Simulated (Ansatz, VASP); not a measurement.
Two plane-wave programs on P

Contents of POSCAR:

```
P
1.0
    1.6477431241     -5.4650377251      0.0000000000
    1.6477431241      5.4650377251      0.0000000000
    0.0000000000      0.0000000000      4.5436355900
P
4
Direct
    0.9041431300      0.0958568700      0.5888151700
    0.0958568700      0.9041431300      0.4111848300
    0.5958568700      0.4041431300      0.0888151700
    0.4041431300      0.5958568700      0.9111848300
```

The input INCAR.step1:

```
PREC = Accurate
ENCUT = 520
EDIFF = 1E-5
ISMEAR = -1
SIGMA = 0.05
LREAL = False
LASPH = True
NELM = 80
ALGO = Normal
ISIF = 2
LWAVE = True
LCHARG = False
NBANDS = 18
GGA = PE
```

INCAR.step2

```
PREC = Accurate
ENCUT = 520
EDIFF = 1E-6
ISMEAR = -1
SIGMA = 0.05
LREAL = False
LASPH = True
NELM = 80
ALGO = Normal
ISIF = 2
LWAVE = False
LCHARG = False
METAGGA = R2SCAN
LHFCALC = True
AEXX = 0.5
LMIXTAU = True
PRECFOCK = Normal
NBANDS = 18
ISTART = 1
```

File KPOINTS:

```
Automatic mesh
0
Gamma
  4 4 3
```

The input KPOINTS_OPT:

```
path GXSRAZGYX1A1TY,ZT
8
line-mode
reciprocal
 0.0000000000  0.0000000000  0.0000000000  G
 0.2727265073  0.2727265073  0.0000000000  X

 0.2727265073  0.2727265073  0.0000000000  X
 0.0000000000  0.5000000000  0.0000000000  S

 0.0000000000  0.5000000000  0.0000000000  S
 0.0000000000  0.5000000000  0.5000000000  R

 0.0000000000  0.5000000000  0.5000000000  R
 0.2727265073  0.2727265073  0.5000000000  A

 0.2727265073  0.2727265073  0.5000000000  A
 0.0000000000  0.0000000000  0.5000000000  Z

 0.0000000000  0.0000000000  0.5000000000  Z
 0.0000000000  0.0000000000  0.0000000000  G

 0.0000000000  0.0000000000  0.0000000000  G
-0.5000000000  0.5000000000  0.0000000000  Y

-0.5000000000  0.5000000000  0.0000000000  Y
-0.2727265073  0.7272734927  0.0000000000  X1

-0.2727265073  0.7272734927  0.0000000000  X1
-0.2727265073  0.7272734927  0.5000000000  A1

-0.2727265073  0.7272734927  0.5000000000  A1
-0.5000000000  0.5000000000  0.5000000000  T

-0.5000000000  0.5000000000  0.5000000000  T
-0.5000000000  0.5000000000  0.0000000000  Y

 0.0000000000  0.0000000000  0.5000000000  Z
-0.5000000000  0.5000000000  0.5000000000  T
```

input.yaml

```yaml
crystal:
  lattice:
    - [1.6477431241, -5.4650377251, 0.0]
    - [1.6477431241, 5.4650377251, 0.0]
    - [0.0, 0.0, 4.54363559]
  atoms:
    - { symbol: P, position: [0.90414313, 0.09585687, 0.58881517] }
    - { symbol: P, position: [0.09585687, 0.90414313, 0.41118483] }
    - { symbol: P, position: [0.59585687, 0.40414313, 0.08881517] }
    - { symbol: P, position: [0.40414313, 0.59585687, 0.91118483] }
hamiltonian:
  xc: r2scan50
  pseudopotentials: { kind: paw }
kpoints:
  mp_grid: { grid: [4, 4, 3] }
  band_path:
    path:
      - [[0.0, 0.0, 0.0], [0.2727265073, 0.2727265073, 0.0], [0.0, 0.5, 0.0], [0.0, 0.5, 0.5], [0.2727265073, 0.2727265073, 0.5], [0.0, 0.0, 0.5], [0.0, 0.0, 0.0], [-0.5, 0.5, 0.0], [-0.2727265073, 0.7272734927, 0.0], [-0.2727265073, 0.7272734927, 0.5], [-0.5, 0.5, 0.5], [-0.5, 0.5, 0.0]]
      - [[0.0, 0.0, 0.5], [-0.5, 0.5, 0.5]]
    npoints: 4
scf:
  occupations: { method: fermi_dirac, width: 0.05 }
  n_extra_bands: 10
output:
  forces: true
  stress: true
  eigenvalues: true
  fatbands: false
  write_density: true
  write_potential: true
  elf: true
  volumetric_format: npy
```

Alike in both runs: task band structure; functional r2SCAN50; k mesh 4 × 4 × 3; occupations fermi-dirac, width 0.05 eV; no spin polarisation.

```csv
,VASP,Ansatz
version,VASP 6.6.1,Ansatz 0.2.0
potentials or method,"VASP PAW PBE potentials, release 64 (P)",Ansatz PAW
plane-wave cutoff (eV),520,500
valence electrons in the cell,20,20
```

```csv
,VASP,Ansatz,Ansatz less VASP
gap on the k mesh at the Fermi level (eV),2.80,2.73,-0.074
least direct gap on the mesh (eV),2.80,2.73,-0.074
pressure (GPa),-3.3,-2.1,+1.12
largest component of the traceless stress (GPa),1.21,1.30,+0.095
rms of the force components (eV/Å),0.294,0.226,-0.0685
```

Atom by atom the forces differ by 0.074 eV/Å (rms over components). The functional is the same, so the differences come from potentials, cutoffs and numerics.

Caveats: the k mesh is coarse (spacing up to 0.50 Å⁻¹), so the values aren't converged, least of all with exact exchange; an unscreened hybrid on a path of extra k points without a Coulomb cutoff has errors near the mesh points, so the bands along the path aren't reliable (VASP); the PAW data sets were made with another functional, which shifts forces and pressure a little (VASP); the PAW data sets come from PBE, with cores solved anew for the run's functional, which leaves a small shift of forces and pressure (Ansatz); the thresholds are loose for stress (Ansatz).
